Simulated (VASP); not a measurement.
These are rev-vdW-DF2, VASP's PBE PAW potentials (set 64) (plane waves; VASP) values and carry that method's errors.

VASP ran on this input.

File POSCAR:
```
ZrO2
1
    0.0000000000     2.5483117085     2.5483117085
    2.5483117085     0.0000000000     2.5483117085
    2.5483117085     2.5483117085     0.0000000000
Zr O
1 2
Direct
  0.0000000000   0.0000000000   0.0000000000
  0.2500000000   0.2500000000   0.2500000000
  0.7500000000   0.7500000000   0.7500000000
```

INCAR:
```
! general
SYSTEM    =  ZrO2
PREC      =  Accurate
ENCUT     =  520
LREAL     =  .False.
LASPH     =  .True.
ICHARG    =  11

! electronic loop
EDIFF     =  1E-7
NELM      =  100
ALGO      =  Normal
LMAXMIX   =  4

! smearing
ISMEAR    =  0
SIGMA     =  0.05

! functional
GGA       =  MK
LUSE_VDW  =  .True.
AGGAC     =  0.0
PARAM1    =  0.1234568
PARAM2    =  0.7114
ZAB_VDW   =  -1.8867

! output
LWAVE     =  .False.
LCHARG    =  .False.
LORBIT    =  11
```

File KPOINTS:
```
k-points along high-symmetry lines
15
Line-mode
Reciprocal
  0.000000   0.000000   0.000000 ! GAMMA
  0.500000   0.000000   0.500000 ! X

  0.500000   0.000000   0.500000 ! X
  0.625000   0.250000   0.625000 ! U

  0.375000   0.375000   0.750000 ! K
  0.000000   0.000000   0.000000 ! GAMMA

  0.000000   0.000000   0.000000 ! GAMMA
  0.500000   0.500000   0.500000 ! L

  0.500000   0.500000   0.500000 ! L
  0.500000   0.250000   0.750000 ! W

  0.500000   0.250000   0.750000 ! W
  0.500000   0.000000   0.500000 ! X
```

POTCAR, in this order: Zr_sv O (PBE.64 set). Program: vasp_std. Read from the step before: CHGCAR.

Output of the run:

File OSZICAR:
```
       N       E                     dE             d eps       ncg     rms          rms(c)
DAV:   1     0.192890013933E+03    0.19289E+03   -0.14797E+04  2880   0.154E+03
DAV:   2    -0.154728776677E+02   -0.20836E+03   -0.20519E+03  3848   0.385E+02
DAV:   3    -0.234003222424E+02   -0.79274E+01   -0.79167E+01  4488   0.715E+01
DAV:   4    -0.235601562692E+02   -0.15983E+00   -0.15981E+00  3792   0.809E+00
DAV:   5    -0.235631995563E+02   -0.30433E-02   -0.30432E-02  4112   0.820E-01
DAV:   6    -0.235632281190E+02   -0.28563E-04   -0.28563E-04  3672   0.828E-02
DAV:   7    -0.235632285038E+02   -0.38476E-06   -0.38475E-06  4224   0.842E-03
DAV:   8    -0.235632285067E+02   -0.29063E-08   -0.29333E-08  3040   0.885E-04
   1 F= -.23563229E+02 E0= -.23563229E+02  d E =-.153048E-13
```

OUTCAR:
```
 val. band max:        7.0410377268   @ k =   0.5000   0.0000   0.5000

 cond. band min:      10.3720878255   @ k =   0.0000   0.0000   0.0000



 k-point     1 :       0.0000    0.0000    0.0000
  band No.  band energies     occupation
      1     -41.0294      2.00000
      2     -18.8628      2.00000
      3     -18.8628      2.00000
      4     -18.8628      2.00000
      5     -11.0390      2.00000
      6      -8.4689      2.00000
      7       1.8482      2.00000
      8       1.8482      2.00000
      9       1.8482      2.00000
     10       6.5051      2.00000
     11       6.5051      2.00000
     12       6.5051      2.00000
     13      10.3721      0.00000
     14      10.3721      0.00000
     15      13.5152      0.00000
     16      16.3662      0.00000

 k-point     2 :       0.0357    0.0000    0.0357
  band No.  band energies     occupation
      1     -41.0287      2.00000
      2     -18.8734      2.00000
      3     -18.8649      2.00000
      4     -18.8649      2.00000
      5     -11.0140      2.00000
      6      -8.4879      2.00000
      7       1.8631      2.00000
      8       1.8631      2.00000
      9       1.9000      2.00000
     10       6.3837      2.00000
     11       6.5093      2.00000
     12       6.5093      2.00000
     13      10.3863      0.00000
     14      10.4291      0.00000
     15      13.5794      0.00000
     16      16.3169      0.00000

 k-point     3 :       0.0714    0.0000    0.0714
  band No.  band energies     occupation
      1     -41.0264      2.00000
      2     -18.9043      2.00000
      3     -18.8713      2.00000
      4     -18.8713      2.00000
      5     -10.9404      2.00000
      6      -8.5428      2.00000
      7       1.9077      2.00000
      8       1.9077      2.00000
      9       2.0536      2.00000
     10       6.0525      2.00000
     11       6.5206      2.00000
     12       6.5206      2.00000
     13      10.4286      0.00000
     14      10.5733      0.00000
...
```

The density is held fixed in this step, so its total energy and stress have no physical meaning.

The compound is ZrO2 in the fluorite structure, the high-temperature cubic form, which is unstable at 0 K; the monoclinic form is the stable one. It was relaxed first.
